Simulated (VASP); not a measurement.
# Ge (P4_32_12) in VASP: further runs, part 2 of 2

VASP 6.6.1. The steps go on from the part before.

## Step 3: Phonons, PBEsol

This run uses another cell than the first one, of 20.40 Å³/atom, 0.946 times its volume.

POSCAR

```
Ge
1.0
    5.9255809940     -0.0000000000      0.0000000000
    0.0000000000      5.9255809940      0.0000000000
    0.0000000000     -0.0000000000      6.9724562058
  Ge
    12
Direct
     0.0886946750620735    0.0886946750620735    0.0000000000000000
     0.4113053249379265    0.5886946750620735    0.7500000000000000
     0.9113053249379265    0.9113053249379265    0.5000000000000000
     0.5886946750620735    0.4113053249379265    0.2500000000000000
     0.1717503499127895    0.3698190889227435    0.2563924698163298
     0.1301809110772564    0.6717503499127895    0.0063924698163298
     0.8282496500872105    0.6301809110772565    0.7563924698163298
     0.8698190889227435    0.3282496500872105    0.5063924698163298
     0.6717503499127895    0.1301809110772564    0.9936075301836702
     0.6301809110772565    0.8282496500872105    0.2436075301836702
     0.3282496500872105    0.8698190889227435    0.4936075301836702
     0.3698190889227435    0.1717503499127895    0.7436075301836702
```

INCAR.step1

```
SYSTEM = Ge
  ALGO = Normal
  EDIFF = 1E-8
  EDIFFG = -0.002
  ENCUT = 600
  GGA = PS
  IBRION = 2
  ISIF = 3
  ISMEAR = 0
  KPAR = 4
  LASPH = .TRUE.
  LCHARG = .FALSE.
  LREAL = .FALSE.
  LWAVE = .FALSE.
  NELM = 80
  NSW = 40
  PREC = Accurate
  SIGMA = 0.03
```

INCAR.step2

```
SYSTEM = Ge
  ALGO = Normal
  EDIFF = 1E-8
  ENCUT = 600
  GGA = PS
  IBRION = 6
  ISIF = 2
  ISMEAR = 0
  KPAR = 4
  LASPH = .TRUE.
  LCHARG = .FALSE.
  LREAL = .FALSE.
  LWAVE = .FALSE.
  NELM = 80
  NFREE = 2
  NSW = 1
  POTIM = 0.015
  PREC = Accurate
  SIGMA = 0.03
```

KPOINTS

```
k-points
0
G
  6 6 4
  0 0 0
```

Potentials or basis: VASP PAW PBE potentials, release 64 (Ge_d).

Command:

```bash
cat potpaw_PBE.64/Ge_d/POTCAR > POTCAR
cp INCAR.step1 INCAR
mpirun -np 4 vasp_std > vasp.out
cp CONTCAR POSCAR
cp INCAR.step2 INCAR
mpirun -np 4 vasp_std > vasp.out
```

OUTCAR:

```text
SYSTEM = Ge
   EDIFF = 1E-8
   ENCUT = 600
   GGA = PS
   IBRION = 6
   ISIF = 2
   ISMEAR = 0
   LASPH = .TRUE.
   LREAL = .FALSE.
   NELM = 80
   NFREE = 2
   NSW = 1
   POTIM = 0.015
   PREC = Accurate

 ion  position               nearest neighbor table
   1  0.089  0.089  0.000-   6 2.48   9 2.48   5 2.49  12 2.49
   2  0.411  0.589  0.750-   7 2.48  12 2.48  11 2.49   6 2.49
   3  0.911  0.911  0.500-   8 2.48  11 2.48  10 2.49   7 2.49
   4  0.589  0.411  0.250-   5 2.48  10 2.48   9 2.49   8 2.49
   5  0.172  0.370  0.256-   4 2.48   1 2.49   6 2.51   8 2.51
   6  0.130  0.672  0.006-   1 2.48   2 2.49   5 2.51   7 2.51
   7  0.828  0.630  0.756-   2 2.48   3 2.49   6 2.51   8 2.51
   8  0.870  0.328  0.506-   3 2.48   4 2.49   5 2.51   7 2.51
   9  0.672  0.130  0.994-   1 2.48   4 2.49  10 2.51  12 2.51
  10  0.630  0.828  0.244-   4 2.48   3 2.49   9 2.51  11 2.51
  11  0.328  0.870  0.494-   3 2.48   2 2.49  10 2.51  12 2.51
  12  0.370  0.172  0.744-   2 2.48   1 2.49   9 2.51  11 2.51

  LATTYP: Found a simple tetragonal cell.
 ALAT       =     5.9243551449
 C/A-ratio  =     1.1771013942

  Lattice vectors:

 A1 = (   5.9243551449,   0.0000000000,   0.0000000000)
 A2 = (   0.0000000000,   5.9243551449,   0.0000000000)
 A3 = (   0.0000000000,   0.0000000000,   6.9735667009)

Analysis of symmetry for initial positions (statically):
=====================================================================
 Subroutine PRICEL returns:
 Original cell was already a primitive cell.

 Routine SETGRP: Setting up the symmetry group for a
 simple tetragonal supercell.

 Subroutine GETGRP returns: Found  8 space group operations
 (whereof  2 operations were pure point group operations)
 out of a pool of 16 trial point group operations.

The static configuration has the point symmetry C_2 .
 The point group associated with its full space group is D_4 .

Analysis of symmetry for dynamics (positions and initial velocities):
=====================================================================
 Subroutine PRICEL returns:
 Original cell was already a primitive cell.

 Routine SETGRP: Setting up the symmetry group for a
 simple tetragonal supercell.

 Subroutine GETGRP returns: Found  8 space group operations
 (whereof  2 operations were pure point group operations)
 out of a pool of 16 trial point group operations.

The dynamic configuration has the point symmetry C_2 .
 The point group associated with its full space group is D_4 .

 Subroutine INISYM returns: Found  8 space group operations
 (whereof  2 operations are pure point group operations),
 and found     1 'primitive' translations

----------------------------------------------------------------------------------------

                                     Primitive cell

[... 157 lines left out ...]
  ext. energy  EPLUGINS =         0.00000000
  ---------------------------------------------------
  free energy    TOTEN  =       -57.90873168 eV

  energy without entropy =      -57.90873168  energy(sigma->0) =      -57.90873168

------------------------ aborting loop because EDIFF is reached ----------------------------------------

  FORCE on cell =-STRESS in cart. coord.  units (eV):
  Direction    XX          YY          ZZ          XY          YZ          ZX
  --------------------------------------------------------------------------------------
  -------------------------------------------------------------------------------------
  Total        0.0107505      0.0107505      0.0012851      0.0000000     -0.0000000      0.0000000
  in kB        0.0703726      0.0703726      0.0084119      0.0000000     -0.0000000      0.0000000
  external PRESSURE =       0.0497191 kB  Pullay stress =       0.0000000 kB
[... 119 lines left out ...]
  FREE ENERGIE OF THE ION-ELECTRON SYSTEM (eV)
  ---------------------------------------------------
  free  energy   TOTEN  =       -57.9076102744 eV

  energy  without entropy=      -57.9076102744  energy(sigma->0) =      -57.90761027

[... ionic steps 4 to 8 ...]

--------------------------------------- Ionic step        9  -------------------------------------------

 number of electron     167.9999924 magnetization

------------------------ aborting loop because EDIFF is reached ----------------------------------------
[... 87 lines left out ...]
--------------------------------------- Ionic step       11  -------------------------------------------

 number of electron     167.9999923 magnetization

 Free energy of the ion-electron system (eV)
  ---------------------------------------------------
  ext. energy  EPLUGINS =         0.00000000
  ---------------------------------------------------
  free energy    TOTEN  =       -57.90765137 eV

  energy without entropy =      -57.90765137  energy(sigma->0) =      -57.90765137

 E-fermi :   5.3945     XC(G=0): -10.8347

 val. band max:        5.2390264304   @ k =   0.3333   0.3333   0.0000
 cond. band min:       5.6928192051   @ k =  -0.3333   0.3333   0.0000
 fundamental gap:      0.4537927747
 Fermi energy:         5.3944544709

 k-point     1 :       0.0000    0.0000    0.0000
  band No.  band energies     occupation
      1     -19.0636      2.00000
      2     -19.0367      2.00000
      3     -19.0352      2.00000
      4     -19.0189      2.00000
      5     -19.0177      2.00000
      6     -19.0156      2.00000
[... 2365 lines left out ...]
     95       9.6213      0.00000
     96       9.6273      0.00000

 [... further k-points ...]

 [bands above 96 left out]

------------------------ aborting loop because EDIFF is reached ----------------------------------------

  FORCE on cell =-STRESS in cart. coord.  units (eV):
  Direction    XX          YY          ZZ          XY          YZ          ZX
  --------------------------------------------------------------------------------------
  -------------------------------------------------------------------------------------
  Total       -0.0448041      0.0880098      0.0835678     -0.0037545      0.0193838      0.0781886
  in kB       -0.2932860      0.5761089      0.5470315     -0.0245767      0.1268853      0.5118197
  external PRESSURE =       0.2766181 kB  Pullay stress =       0.0000000 kB
[... 27 lines left out ...]
  FREE ENERGIE OF THE ION-ELECTRON SYSTEM (eV)
  ---------------------------------------------------
  free  energy   TOTEN  =       -57.9076513735 eV

  energy  without entropy=      -57.9076513735  energy(sigma->0) =      -57.90765137

 INTERNAL STRAIN TENSORS FROM DISPLACED ATOMS
 ============================================

 INTERNAL STRAIN TENSOR FOR ION    1 for displacements in x,y,z  (eV/Angst):
          X           Y           Z          XY          YZ          ZX
  --------------------------------------------------------------------------------
  x    -6.41603     2.09431     4.82865     3.18383     0.07240    -3.31428
  y     2.09431    -6.41603     4.82865     3.18383     3.31429    -0.07240
  z    -2.45891     2.45891    -0.00000    -0.00000     4.48665     4.48666
[... 8 lines left out ...]
 INTERNAL STRAIN TENSOR FOR ION   12 for displacements in x,y,z  (eV/Angst):
          X           Y           Z          XY          YZ          ZX
  --------------------------------------------------------------------------------
  x     0.04560     1.02499    -2.15301    -1.38429     0.02819     6.72377
  y    -0.99373     5.55386    -4.90337     0.79024    -0.53759     0.10230
  z     5.12722    -3.60285     5.54735    -0.26515    -5.24949    -1.29803

 Eigenvectors and eigenvalues of the dynamical matrix
   1 f  =    8.440864 THz    53.035512 2PiTHz  281.556911 cm-1    34.908592 meV
   2 f  =    8.111226 THz    50.964334 2PiTHz  270.561365 cm-1    33.545319 meV
   3 f  =    7.989747 THz    50.201058 2PiTHz  266.509258 cm-1    33.042922 meV
   4 f  =    7.989747 THz    50.201058 2PiTHz  266.509258 cm-1    33.042922 meV
   5 f  =    7.865648 THz    49.421322 2PiTHz  262.369765 cm-1    32.529690 meV
   6 f  =    7.861517 THz    49.395366 2PiTHz  262.231969 cm-1    32.512606 meV
[... 25 lines left out ...]
  32 f  =    2.065106 THz    12.975444 2PiTHz   68.884522 cm-1     8.540588 meV
  33 f  =    1.445541 THz     9.082602 2PiTHz   48.218057 cm-1     5.978274 meV
  34 f/i=    0.001854 THz     0.011651 2PiTHz    0.061852 cm-1     0.007669 meV
  35 f/i=    0.001854 THz     0.011651 2PiTHz    0.061852 cm-1     0.007669 meV
  36 f/i=    0.006036 THz     0.037924 2PiTHz    0.201332 cm-1     0.024962 meV

 ELASTIC MODULI CONTR FROM IONIC RELAXATION (kBar)
 Direction    XX          YY          ZZ          XY          YZ          ZX
 --------------------------------------------------------------------------------
 XX        -321.1201    191.8479    -40.1768      0.0000      0.0000      0.0000
 YY         191.8479   -321.1201    -40.1768     -0.0000     -0.0000     -0.0000
 ZZ         -40.1768    -40.1768   -557.1483      0.0000     -0.0000      0.0000
 XY           0.0000     -0.0000      0.0000    -61.0211      0.0000     -0.0000
 YZ           0.0000     -0.0000      0.0000      0.0000   -251.0852     -0.0000
 ZX           0.0000     -0.0000      0.0000     -0.0000     -0.0000   -251.0851
 --------------------------------------------------------------------------------
```

It took 71 min on 4 MPI ranks of Intel Xeon 6975P-C (Granite Rapids), shared host; peak memory 2.3 GiB.

What came out:

```
Highest phonon frequency at Γ : 282 cm⁻¹
```

Phonon frequencies in cm⁻¹ (negative: imaginary):
| q point | frequencies |
| --- | --- |
| (0.000, 0.000, 0.000) | 0 0 0 48 69 69 74 74 78 79 81 82 91 125 141 141 177 177 182 184 202 204 213 213 219 220 237 237 261 261 262 262 267 267 271 282 |

Caveat: the PAW data sets were made with another functional, which shifts forces and pressure a little.

## Step 4: Dielectric tensor, PBEsol

This run uses another cell than the first one, of 20.40 Å³/atom, 0.946 times its volume.

INCAR

```
SYSTEM = Ge
  ALGO = Normal
  EDIFF = 1E-8
  ENCUT = 600
  GGA = PS
  ISIF = 2
  ISMEAR = 0
  KPAR = 4
  LASPH = .TRUE.
  LCHARG = .FALSE.
  LEPSILON = .TRUE.
  LREAL = .FALSE.
  LWAVE = .FALSE.
  NELM = 80
  PREC = Accurate
  SIGMA = 0.03
```

KPOINTS

```
k-points
0
Monkhorst
  6 6 4
  0 0 0
```

POSCAR

```
Ge                                      
1.0
    5.9243551449      0.0000000000     -0.0000000000
    0.0000000000      5.9243551449     -0.0000000000
   -0.0000000000      0.0000000000      6.9735667009
  Ge            
    12
Direct
     0.0887071350490104    0.0887071350490104    1.0000000000000000
     0.4112928649509895    0.5887071350490104    0.7500000000000000
     0.9112928649509896    0.9112928649509896    0.5000000000000000
     0.5887071350490104    0.4112928649509895    0.2500000000000000
     0.1717363039326575    0.3697645951713686    0.2564169249113107
     0.1302354048286314    0.6717363039326576    0.0064169249113107
     0.8282636960673424    0.6302354048286315    0.7564169249113106
     0.8697645951713685    0.3282636960673426    0.5064169249113106
     0.6717363039326576    0.1302354048286314    0.9935830750886894
     0.6302354048286315    0.8282636960673424    0.2435830750886893
     0.3282636960673426    0.8697645951713685    0.4935830750886893
     0.3697645951713686    0.1717363039326575    0.7435830750886894
```

Potentials or basis: VASP PAW PBE potentials, release 64 (Ge_d).

Command:

```bash
cat potpaw_PBE.64/Ge_d/POTCAR > POTCAR
mpirun -np 4 vasp_std > vasp.out
```

OUTCAR:

```text
SYSTEM = Ge
   EDIFF = 1E-8
   ENCUT = 600
   GGA = PS
   ISIF = 2
   ISMEAR = 0
   LASPH = .TRUE.
   LEPSILON = .TRUE.
   LREAL = .FALSE.
   NELM = 80
   PREC = Accurate

 ion  position               nearest neighbor table
   1  0.089  0.089  0.000-   6 2.48   9 2.48   5 2.49  12 2.49
   2  0.411  0.589  0.750-   7 2.48  12 2.48  11 2.49   6 2.49
   3  0.911  0.911  0.500-   8 2.48  11 2.48  10 2.49   7 2.49
   4  0.589  0.411  0.250-   5 2.48  10 2.48   9 2.49   8 2.49
   5  0.172  0.370  0.256-   4 2.48   1 2.49   6 2.51   8 2.51
   6  0.130  0.672  0.006-   1 2.48   2 2.49   5 2.51   7 2.51
   7  0.828  0.630  0.756-   2 2.48   3 2.49   6 2.51   8 2.51
   8  0.870  0.328  0.506-   3 2.48   4 2.49   5 2.51   7 2.51
   9  0.672  0.130  0.994-   1 2.48   4 2.49  10 2.51  12 2.51
  10  0.630  0.828  0.244-   4 2.48   3 2.49   9 2.51  11 2.51
  11  0.328  0.870  0.494-   3 2.48   2 2.49  10 2.51  12 2.51
  12  0.370  0.172  0.744-   2 2.48   1 2.49   9 2.51  11 2.51

  LATTYP: Found a simple tetragonal cell.
 ALAT       =     5.9243551449
 C/A-ratio  =     1.1771013942

  Lattice vectors:

 A1 = (   5.9243551449,   0.0000000000,   0.0000000000)
 A2 = (   0.0000000000,   5.9243551449,   0.0000000000)
 A3 = (   0.0000000000,   0.0000000000,   6.9735667009)

Analysis of symmetry for initial positions (statically):
=====================================================================
 Subroutine PRICEL returns:
 Original cell was already a primitive cell.

[... 1451 lines left out ...]
    -0.00005  0.00312  0.00000
    -0.00000  0.00000 -0.00617

 MACROSCOPIC STATIC DIELECTRIC TENSOR (including local field effects in DFT)
 ------------------------------------------------------
          41.431173     0.000000     0.000000
          -0.000000    41.431173     0.000000
           0.000000    -0.000000    29.790130
 ------------------------------------------------------

 PIEZOELECTRIC TENSOR (including local field effects)  for field in x, y, z        (e  Angst)
          XX          YY          ZZ          XY          YZ          ZX
  --------------------------------------------------------------------------------
  x     0.00000     0.00000     0.00000     0.00000    -3.43482     0.00000
  y     0.00000    -0.00000    -0.00000     0.00000     0.00000     3.43476
  z    -0.00000    -0.00000    -0.00000    -0.00082     0.00000     0.00000

 PIEZOELECTRIC TENSOR (including local field effects)  for field in x, y, z        (C/m^2)
          XX          YY          ZZ          XY          YZ          ZX
  --------------------------------------------------------------------------------
  x     0.00000     0.00000     0.00000     0.00000    -0.22484     0.00000
  y     0.00000    -0.00000    -0.00000     0.00000     0.00000     0.22484
  z    -0.00000    -0.00000    -0.00000    -0.00005     0.00000     0.00000

 BORN EFFECTIVE CHARGES (including local field effects) (in |e|, cummulative output)
 ---------------------------------------------------------------------------------
 ion    1
    1     0.77608    -0.03581    -0.31213
    2    -0.03581     0.77608     0.31213
    3    -0.26110     0.26110    -0.88533
 ion    2
    1     0.77608     0.03581    -0.31213
    2     0.03581     0.77608    -0.31213
    3    -0.26110    -0.26110    -0.88533
 ion    3
    1     0.77608    -0.03581     0.31213
    2    -0.03581     0.77608    -0.31213
    3     0.26110    -0.26110    -0.88533
 ion    4
    1     0.77608     0.03581     0.31213
    2     0.03581     0.77608     0.31213
    3     0.26110     0.26110    -0.88533
 ion    5
[... 16 lines left out ...]
    1    -0.71463    -0.03505    -0.23889
    2    -0.29530    -0.06145    -0.40285
    3    -0.41209    -0.51812     0.44267
 ion   10
    1    -0.06145     0.29530    -0.40285
    2     0.03505    -0.71463     0.23889
    3    -0.51812     0.41209     0.44267
 ion   11
    1    -0.71463    -0.03505     0.23889
    2    -0.29530    -0.06145     0.40285
    3     0.41209     0.51812     0.44267
 ion   12
    1    -0.06145     0.29530     0.40285
    2     0.03505    -0.71463    -0.23889
    3     0.51812    -0.41209     0.44267
```

OSZICAR:

```text
N       E                     dE             d eps       ncg     rms          rms(c)
DAV:   1     0.250265961381E+04    0.25027E+04   -0.75284E+04  2768   0.521E+03
DAV:   2     0.491793143039E+03   -0.20109E+04   -0.19551E+04  2400   0.127E+03
DAV:   3     0.143571890230E+02   -0.47744E+03   -0.46211E+03  2400   0.313E+02
[... 12 lines left out ...]
RMM:  17    -0.203686099492E+02   -0.43717E-04    0.54976E-04  5955   0.794E-04    0.155E-05
RMM:  18    -0.203686433597E+02   -0.33410E-04    0.20964E-04  5544   0.468E-04    0.152E-05
RMM:  19    -0.203686545117E+02   -0.11152E-04    0.97611E-05  5197   0.328E-04    0.109E-05
RMM:  20    -0.203686628299E+02   -0.83182E-05    0.99375E-06  4898   0.241E-04    0.145E-05
RMM:  21    -0.203686633121E+02   -0.48219E-06    0.14250E-05  5342   0.212E-04    0.116E-05
RMM:  22    -0.203686650660E+02   -0.17539E-05   -0.10143E-05  4666   0.180E-04    0.789E-06
```

It took 27 min on 4 MPI ranks of Intel Xeon 6975P-C (Granite Rapids), shared host; peak memory 2 GiB.

Results:

* Electronic dielectric tensor (diagonal): 41.43, 41.43, 29.79
* Born charges (mean of the diagonal): Ge +0.22, -0.11 e

Electronic dielectric tensor:
```
41.43  0.00  0.00
 0.00 41.43  0.00
 0.00  0.00 29.79
```

Born effective charge tensors (e):
atom 1, Ge
```
 0.78 -0.04 -0.31
-0.04  0.78  0.31
-0.26  0.26 -0.89
```
atom 2, Ge
```
 0.78  0.04 -0.31
 0.04  0.78 -0.31
-0.26 -0.26 -0.89
```
atom 3, Ge
```
 0.78 -0.04  0.31
-0.04  0.78 -0.31
 0.26 -0.26 -0.89
```
atom 4, Ge
```
 0.78  0.04  0.31
 0.04  0.78  0.31
 0.26  0.26 -0.89
```
atom 5, Ge
```
-0.71  0.04  0.24
 0.30 -0.06 -0.40
 0.41 -0.52  0.44
```
atom 6, Ge
```
-0.06 -0.30  0.40
-0.04 -0.71  0.24
 0.52  0.41  0.44
```
atom 7, Ge
```
-0.71  0.04 -0.24
 0.30 -0.06  0.40
-0.41  0.52  0.44
```
atom 8, Ge
```
-0.06 -0.30 -0.40
-0.04 -0.71 -0.24
-0.52 -0.41  0.44
```
atom 9, Ge
```
-0.71 -0.04 -0.24
-0.30 -0.06 -0.40
-0.41 -0.52  0.44
```
atom 10, Ge
```
-0.06  0.30 -0.40
 0.04 -0.71  0.24
-0.52  0.41  0.44
```
atom 11, Ge
```
-0.71 -0.04  0.24
-0.30 -0.06  0.40
 0.41  0.52  0.44
```
atom 12, Ge
```
-0.06  0.30  0.40
 0.04 -0.71 -0.24
 0.52 -0.41  0.44
```

Caveat: the PAW data sets were made with another functional, which shifts forces and pressure a little.
